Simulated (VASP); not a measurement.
## TePb: relaxation of cell and atoms with PBE+D3(BJ)

TePb:

```
Te Pb
1.0
     0.00000    3.23500    3.23500
     3.23500    0.00000    3.23500
     3.23500    3.23500    0.00000
Te Pb
1 1
Cartesian
  3.2350 3.2350 3.2350
  0.0000 0.0000 0.0000
```

```yaml
Program: VASP 6.6.1
Task: relaxation of cell and atoms
Functional: PBE
Dispersion: D3(BJ)
Potentials_or_basis: VASP PAW PBE potentials, release 64 (Te, Pb_d)
Cutoff: 600 eV
k_mesh: 8 × 8 × 8
Occupations: gaussian, width 0.03 eV
Spin: no spin polarisation
Further_INCAR_settings: ALGO = Normal; EDIFF = 1e-07; IBRION = 2; EDIFFG = -0.005; NSW = 90; ISIF = 3
```

* Pressure after relaxing: 0.0 GPa
* Band gap on the k mesh: 0.74 eV, direct
* Dispersion energy per atom: -0.401 eV

Final structure:
```
Te Pb
1.0
     0.00000    3.23500    3.23500
     3.23500    0.00000    3.23500
     3.23500    3.23500    0.00000
Te Pb
1 1
Cartesian
  3.2350 3.2350 3.2350
  0.0000 0.0000 0.0000
```

Levels at points of the mesh, in eV from the valence-band top:
```tsv
k point	band 6	band 7	band 8	band 9	band 10	band 11	band 12	band 13	band 14
(0.00, 0.00, 0.00)	-11.99	-5.60	-1.33	-1.33	-1.33	4.07	4.07	4.07	5.80
(0.50, 0.00, 0.00)	-10.56	-8.57	-0.88	-0.88	0.00	0.74	1.28	1.28	8.39
(0.50, 0.50, 0.00)	-10.32	-7.29	-4.47	-2.78	-2.78	3.31	5.46	5.46	6.69
```

Run time: 18 s on 1 thread of Intel(R) Xeon(R) 6975P-C (Granite Rapids), with other jobs on the host, peak memory 0.25 GiB.

Caveat: the relaxation stopped at its first step, so nothing moved; spin-orbit coupling is left out, which as a rule narrows the gap of such compounds by several tenths of an eV. A k mesh can miss the band edges.
